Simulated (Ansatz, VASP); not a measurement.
## One calculation of CaB2, two programs

```
CELL_PARAMETERS angstrom
3.17803 0.00000 0.00000
-1.58902 2.75226 0.00000
0.00000 0.00000 4.19222
ATOMIC_POSITIONS crystal
Ca 0.00000 0.00000 0.00000
B 0.33333 0.66667 0.50000
B 0.66667 0.33333 0.50000
```

The cell comes from a database or a generator and needn't be the stable form of this composition.

Alike in both runs: task single point; functional PBE; k mesh 12 × 12 × 9; no spin polarisation.

|  | VASP | Ansatz |
| --- | --- | --- |
| version | VASP 6.6.1 | Ansatz 0.2.0 |
| potentials or method | VASP PAW PBE potentials, release 64 (Ca_sv, B) | plane waves, PAW |
| plane-wave cutoff (eV) | 520 | 510 |
| occupations | methfessel-paxton of order 1, width 0.05 eV | cold, width 0.05 eV |
| valence electrons in the cell | 16 | 16 |

|  | VASP | Ansatz | Ansatz less VASP |
| --- | --- | --- | --- |
| pressure (GPa) | 0.3 | 0.0 | -0.30 |
| largest component of the traceless stress (GPa) | 6.68 | 6.75 | +0.075 |

Ansatz warned: «stress_scf_threshold_loose».
